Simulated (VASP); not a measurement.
# HgSe (F-43m) in VASP: a series of runs

One crystal, HgSe, is run at these levels: PBE, PBEsol; tasks: single point.

Program: VASP 6.6.1. These are calculated values, not measurements. Logs are shortened: lines on timing, memory, paths and dates and some standing lists are left out, and cuts for length are marked.

## Step 1: The crystal as given

It takes space group F-43m (No. 216, cubic). The conventional cell has a = 6.078 Å, b = 6.078 Å, c = 6.078 Å, α = 90.00°, β = 90.00°, γ = 90.00°. Around Hg (site symmetry -43m) lie 4 Se at 2.63 Å. Around Se (site symmetry -43m) lie 4 Hg at 2.63 Å.

## Step 2: Single point, PBE

The input, INCAR:

```
PREC = Accurate
ENCUT = 500
EDIFF = 1E-6
ISMEAR = 0
SIGMA = 0.02
LREAL = F
LASPH = T
NELM = 60
ALGO = Fast
ISIF = 2
LWAVE = F
LCHARG = F
GGA = PE
```

The input, KPOINTS:

```
regular mesh
0
Gamma
  5 5 5
```

The input, POSCAR:

```
HgSe
1.0
    0.0000000000      3.0390000000      3.0390000000
    3.0390000000      0.0000000000      3.0390000000
    3.0390000000      3.0390000000      0.0000000000
Hg Se
1 1
Direct
    0.0000000000      0.0000000000      0.0000000000
    0.7500000000      0.7500000000      0.7500000000
```

Potentials or basis: VASP PAW PBE potentials, release 64 (Hg_sv_GW, Se_GW).

Launch:

```bash
cat potpaw_PBE.64/Hg_sv_GW/POTCAR potpaw_PBE.64/Se_GW/POTCAR > POTCAR
mpirun -np 1 vasp_std > vasp.out
```

OUTCAR:

```text
PREC = Accurate
   ENCUT = 500
   EDIFF = 1E-6
   ISMEAR = 0
   LREAL = F
   LASPH = T
   NELM = 60
   ISIF = 2
   GGA = PE

 ion  position               nearest neighbor table
   1  0.000  0.000  0.000-   2 2.63   2 2.63   2 2.63   2 2.63
   2  0.750  0.750  0.750-   1 2.63   1 2.63   1 2.63   1 2.63

  LATTYP: Found a face centered cubic cell.
 ALAT       =     6.0780000000

  Lattice vectors:

 A1 = (   0.0000000000,   3.0390000000,   3.0390000000)
 A2 = (   3.0390000000,   0.0000000000,   3.0390000000)
 A3 = (   3.0390000000,   3.0390000000,   0.0000000000)

Analysis of symmetry for initial positions (statically):
=====================================================================
 Subroutine PRICEL returns:
 Original cell was already a primitive cell.

 Routine SETGRP: Setting up the symmetry group for a
 face centered cubic supercell.

 Subroutine GETGRP returns: Found 24 space group operations
 (whereof 24 operations were pure point group operations)
 out of a pool of 48 trial point group operations.

The static configuration has the point symmetry T_d .

Analysis of symmetry for dynamics (positions and initial velocities):
=====================================================================
 Subroutine PRICEL returns:
 Original cell was already a primitive cell.

 Routine SETGRP: Setting up the symmetry group for a
 face centered cubic supercell.

 Subroutine GETGRP returns: Found 24 space group operations
 (whereof 24 operations were pure point group operations)
 out of a pool of 48 trial point group operations.

The dynamic configuration has the point symmetry T_d .

 Subroutine INISYM returns: Found 24 space group operations
 (whereof 24 operations are pure point group operations),
 and found     1 'primitive' translations

----------------------------------------------------------------------------------------

                                     Primitive cell

  volume of cell :      56.1335

  direct lattice vectors                    reciprocal lattice vectors
     0.000000000  3.039000000  3.039000000    -0.164527805  0.164527805  0.164527805
     3.039000000  0.000000000  3.039000000     0.164527805 -0.164527805  0.164527805
     3.039000000  3.039000000  0.000000000     0.164527805  0.164527805 -0.164527805

  length of vectors
     4.297795016  4.297795016  4.297795016     0.284970518  0.284970518  0.284970518

  position of ions in fractional coordinates (direct lattice)
     0.000000000  0.000000000  0.000000000
     0.750000000  0.750000000  0.750000000

  ion indices of the primitive-cell ions
   primitive index   ion index
                 1           1
                 2           2

----------------------------------------------------------------------------------------

 KPOINTS: regular mesh

Automatic generation of k-mesh.
 Grid dimensions read from file:
 generate k-points for:    5    5    5

 Generating k-lattice:

  Cartesian coordinates                     Fractional coordinates (reciprocal lattice)
    -0.032905561  0.032905561  0.032905561     0.200000000  0.000000000  0.000000000
     0.032905561 -0.032905561  0.032905561     0.000000000  0.200000000  0.000000000
     0.032905561  0.032905561 -0.032905561     0.000000000  0.000000000  0.200000000

  Length of vectors
     0.056994104  0.056994104  0.056994104

  Shift w.r.t. Gamma in fractional coordinates (k-lattice)
     0.000000000  0.000000000  0.000000000

 Subroutine IBZKPT returns following result:
 ===========================================

 Found     10 irreducible k-points:

 Following reciprocal coordinates:
            Coordinates               Weight
  0.000000  0.000000  0.000000      1.000000
  0.200000  0.000000  0.000000      8.000000
  0.400000  0.000000  0.000000      8.000000
  0.200000  0.200000  0.000000      6.000000
  0.400000  0.200000  0.000000     24.000000
 -0.400000  0.200000  0.000000     24.000000
 -0.200000  0.200000  0.000000     12.000000
  0.400000  0.400000  0.000000      6.000000
 -0.400000  0.400000  0.000000     12.000000
 -0.400000  0.400000  0.200000     24.000000
   k-points           NKPTS =     10   k-points in BZ     NKDIM =     10   number of bands    NBANDS=     17
   number of dos      NEDOS =    301   number of ions     NIONS =      2
   total plane-waves  NPLWV =  32768
   dimension x,y,z NGX =    32 NGY =   32 NGZ =   32
   dimension x,y,z NGXF=    64 NGYF=   64 NGZF=   64
   ions per type =               1   1
   NGX,Y,Z   is equivalent  to a cutoff of  12.38, 12.38, 12.38 a.u.
   NGXF,Y,Z  is equivalent  to a cutoff of  24.76, 24.76, 24.76 a.u.
 SYSTEM =  unknown system
   PREC   = accura    normal or accurate (medium, high low for compatibility)
   ISTART =      0    job   : 0-new  1-cont  2-samecut
   ICHARG =      2    charge: 1-file 2-atom 10-const
   ISPIN  =      1    spin polarized calculation?
   LNONCOLLINEAR =      F non collinear calculations
   LSORBIT =      F    spin-orbit coupling
   LASPH  =      T    aspherical Exc in radial PAW
   ENCUT  =  500.0 eV  36.75 Ry    6.06 a.u.   7.84  7.84  7.84*2*pi/ulx,y,z
   NELM   =     60;   NELMIN=  2; NELMDL= -5     # of ELM steps
   EDIFF  = 0.1E-05   stopping-criterion for ELM
   LREAL  =      F    real-space projection
   EDIFFG = 0.1E-04   stopping-criterion for IOM
   NSW    =      0    number of steps for IOM
   IBRION =     -1    ionic relax: 0-MD 1-quasi-New 2-CG
   NFREE  =      0    steps in history (QN), initial steepest desc. (CG)
   ISIF   =      2    stress and relaxation
   ISYM   =      2    0-nonsym 1-usesym 2-fastsym
   POTIM  = 0.5000    time-step for ionic-motion
   TEBEG  =    0.0;   TEEND  =   0.0 temperature during run
   PSTRESS=    0.0 pullay stress
   NELECT =      26.0000    total number of electrons
   NUPDOWN=      -1.0000    fix difference up-down
   EMIN   =  10.00;   EMAX   =-10.00  energy-range for DOS
   EFERMI =   0.00;   METHOD = LEGACY
   ISMEAR =     0;   SIGMA  =   0.02  broadening in eV -4-tet -1-fermi 0-gaus
   EFERMI_NEDOS =   21; number of points for ismear=-14 and -15
   IALGO  =     68    algorithm
   IMIX   =      4    mixing-type and parameters
     AMIX     =   0.40;   BMIX     =  1.00
     AMIX_MAG =   1.60;   BMIX_MAG =  1.00
  volume/ion in A,a.u.               =      28.07       189.40
  Fermi-wavevector in a.u.,A,eV,Ry     =   1.266656  2.393632 21.829414  1.604417
  Thomas-Fermi vector in A             =   2.399845
   LORBIT       =      0    0 simple, 1 ext, 2 COOP (PROOUT), +10 PAW based schemes
   GGA     = PE    functional components
   LHFCALC =     F    Hartree Fock is set to
   AEXX    =    0.0000 exact exchange contribution
   IVDW    =     0    specifies the selected vdW correction
   LEPSILON=     F    determine dielectric tensor
   LRPA    =     F    only Hartree local field effects (RPA)
 non-spin polarized calculation
 RMM-DIIS sequential band-by-band and
 Gauss-broadening in eV      SIGMA  =   0.02
  energy-cutoff  :      500.00
  volume of cell :       56.13
 maximum number of plane-waves:      1440
   NGX = 15   NGY = 15   NGZ = 15

 number of electron      26.0000012 magnetization

 Free energy of the ion-electron system (eV)
  ---------------------------------------------------
  ext. energy  EPLUGINS =         0.00000000
  ---------------------------------------------------
  free energy    TOTEN  =        -4.01929747 eV

  energy without entropy =       -4.01905065  energy(sigma->0) =       -4.01917406

 E-fermi :   3.1479     XC(G=0):  -9.2447

 val. band max:        3.1418057657   @ k =   0.0000   0.0000   0.0000
 cond. band min:       4.0854827944   @ k =   0.2000   0.0000   0.0000
 fundamental gap:      0.9436770287
 Fermi energy:         3.1478971506

 k-point     1 :       0.0000    0.0000    0.0000
  band No.  band energies     occupation
      1    -111.4834      2.00000
      2     -59.8502      2.00000
      3     -59.8502      2.00000
      4     -59.8502      2.00000
      5     -10.3342      2.00000
      6      -4.0442      2.00000
[... 9 lines left out ...]
     16       8.6317      0.00000
     17       8.6319      0.00000

 k-point     2 :       0.2000    0.0000    0.0000
  band No.  band energies     occupation
      1    -111.4834      2.00000
      2     -59.8503      2.00000
      3     -59.8503      2.00000
      4     -59.8501      2.00000
      5     -10.1738      2.00000
      6      -3.9740      2.00000
[... 9 lines left out ...]
     16       9.0929      0.00000
     17       9.0929      0.00000

 k-point     3 :       0.4000    0.0000    0.0000
  band No.  band energies     occupation
      1    -111.4834      2.00000
      2     -59.8507      2.00000
      3     -59.8503      2.00000
      4     -59.8503      2.00000
      5      -9.8996      2.00000
      6      -3.8835      2.00000
[... 9 lines left out ...]
     16       9.3979      0.00000
     17       9.7112      0.00000

 k-point     4 :       0.2000    0.2000    0.0000
  band No.  band energies     occupation
      1    -111.4834      2.00000
      2     -59.8504      2.00000
      3     -59.8504      2.00000
      4     -59.8504      2.00000
      5     -10.1200      2.00000
      6      -4.0290      2.00000
[... 9 lines left out ...]
     16       9.8325      0.00000
     17       9.8335      0.00000

 k-point     5 :       0.4000    0.2000    0.0000
  band No.  band energies     occupation
      1    -111.4834      2.00000
      2     -59.8506      2.00000
      3     -59.8503      2.00000
      4     -59.8503      2.00000
      5      -9.8813      2.00000
      6      -3.8956      2.00000
[... 9 lines left out ...]
     16       9.7002      0.00000
     17      10.4368      0.00000

 k-point     6 :      -0.4000    0.2000    0.0000
  band No.  band energies     occupation
      1    -111.4834      2.00000
      2     -59.8510      2.00000
      3     -59.8505      2.00000
      4     -59.8505      2.00000
      5      -9.7867      2.00000
      6      -3.8367      2.00000
[... 9 lines left out ...]
     16      10.0876      0.00000
     17      10.1060      0.00000

 k-point     7 :      -0.2000    0.2000    0.0000
  band No.  band energies     occupation
      1    -111.4834      2.00000
      2     -59.8504      2.00000
      3     -59.8502      2.00000
      4     -59.8502      2.00000
      5      -9.9731      2.00000
      6      -3.8881      2.00000
[... 9 lines left out ...]
     16       9.0652      0.00000
     17       9.5078      0.00000

 k-point     8 :       0.4000    0.4000    0.0000
  band No.  band energies     occupation
      1    -111.4834      2.00000
      2     -59.8507      2.00000
      3     -59.8501      2.00000
      4     -59.8501      2.00000
      5      -9.7531      2.00000
      6      -3.9055      2.00000
[... 9 lines left out ...]
     16      11.2247      0.00000
     17      12.2462      0.00000

 k-point     9 :      -0.4000    0.4000    0.0000
  band No.  band energies     occupation
      1    -111.4834      2.00000
      2     -59.8507      2.00000
      3     -59.8506      2.00000
      4     -59.8504      2.00000
      5      -9.6946      2.00000
      6      -3.8240      2.00000
[... 9 lines left out ...]
     16      11.1741      0.00000
     17      11.8161      0.00000

 k-point    10 :      -0.4000    0.4000    0.2000
  band No.  band energies     occupation
      1    -111.4834      2.00000
      2     -59.8506      2.00000
      3     -59.8504      2.00000
      4     -59.8503      2.00000
      5      -9.7308      2.00000
      6      -3.7710      2.00000
[... 9 lines left out ...]
     16       9.1699      0.00000
     17      11.6691      0.00000

------------------------ aborting loop because EDIFF is reached ----------------------------------------

  FORCE on cell =-STRESS in cart. coord.  units (eV):
  Direction    XX          YY          ZZ          XY          YZ          ZX
  --------------------------------------------------------------------------------------
  -------------------------------------------------------------------------------------
  Total        1.5120086      1.5120086      1.5120086      0.0000000      0.0000000     -0.0000000
  in kB       43.1561550     43.1561550     43.1561550      0.0000000      0.0000000     -0.0000000
  external PRESSURE =      43.1561550 kB  Pullay stress =       0.0000000 kB

 VOLUME and BASIS-vectors are now :
 -----------------------------------------------------------------------------
  energy-cutoff  :      500.00
  volume of cell :       56.13
      direct lattice vectors                 reciprocal lattice vectors
     0.000000000  3.039000000  3.039000000    -0.164527805  0.164527805  0.164527805
     3.039000000  0.000000000  3.039000000     0.164527805 -0.164527805  0.164527805
     3.039000000  3.039000000  0.000000000     0.164527805  0.164527805 -0.164527805

 POSITION                                       TOTAL-FORCE (eV/Angst)
 -----------------------------------------------------------------------------------
      0.00000      0.00000      0.00000        -0.000000     -0.000000     -0.000000
      4.55850      4.55850      4.55850         0.000000      0.000000      0.000000
 -----------------------------------------------------------------------------------
    total drift:                                0.000000      0.000000      0.000000

  FREE ENERGIE OF THE ION-ELECTRON SYSTEM (eV)
  ---------------------------------------------------
  free  energy   TOTEN  =        -4.0192974719 eV

  energy  without entropy=       -4.0190506522  energy(sigma->0) =       -4.01917406
```

Wall time 13 s (1 thread of Intel Xeon Platinum 8259CL at 2.50GHz (Skylake/Cascade Lake), shared host); peak memory 0.19 GiB.

What came out:

```
Free energy            : -4.0193 eV
Pressure               : 4.3 GPa
Band gap on the k mesh : none (metal or under the smearing width)
```

The run has no spin-orbit coupling, so splittings on Hg are missing.

## Step 3: Single point, PBEsol

The input, INCAR:

```
SYSTEM = HgSe
PREC = Accurate
ENCUT = 520
EDIFF = 1E-6
ISMEAR = 0
SIGMA = 0.1
LREAL = .False.
LASPH = .True.
NELM = 80
ALGO = Normal
ISIF = 2
LWAVE = .False.
LCHARG = .False.
GGA = PS
NBANDS = 16
```

The input, KPOINTS:

```
Automatic mesh
0
Gamma
  8 8 8
  0 0 0
```

Edit POSCAR of step 2 so:

```diff
@@ -7,4 +7,4 @@
 1 1
-Direct
+Cartesian
     0.0000000000      0.0000000000      0.0000000000
-    0.7500000000      0.7500000000      0.7500000000
+    4.5585000000      4.5585000000      4.5585000000
```

Potentials or basis: VASP PAW PBE potentials, release 54 (Hg, Se).

Launch:

```bash
cat potpaw_PBE.54/Hg/POTCAR potpaw_PBE.54/Se/POTCAR > POTCAR
mpirun -np 1 vasp_std > vasp.out
```

It took 8.4 s on 1 thread of Intel Xeon 6975P-C (Granite Rapids), shared host; peak memory 0.18 GiB.

Results (log left out):

```
Free energy            : -4.7985 eV
Pressure               : 1.8 GPa
Band gap on the k mesh : none (metal or under the smearing width)
```

Levels at points of the mesh, in eV from the Fermi level:
| k point | band 5 | band 6 | band 7 | band 8 | band 9 | band 10 | band 11 | band 12 | band 13 | band 14 |
| --- | --- | --- | --- | --- | --- | --- | --- | --- | --- | --- |
| (0.00, 0.00, 0.00) | -6.47 | -6.47 | -1.07 | -0.03 | -0.03 | -0.03 | 5.38 | 5.38 | 5.38 | 8.28 |
| (0.50, 0.00, 0.00) | -6.42 | -6.14 | -5.63 | -1.02 | -1.02 | 1.00 | 6.14 | 6.14 | 6.86 | 9.04 |
| (0.50, 0.50, 0.00) | -6.35 | -6.10 | -5.18 | -2.37 | -2.37 | 2.68 | 2.83 | 8.31 | 9.75 | 9.75 |

Caveat: the PAW data sets were made with another functional, which shifts forces and pressure a little.
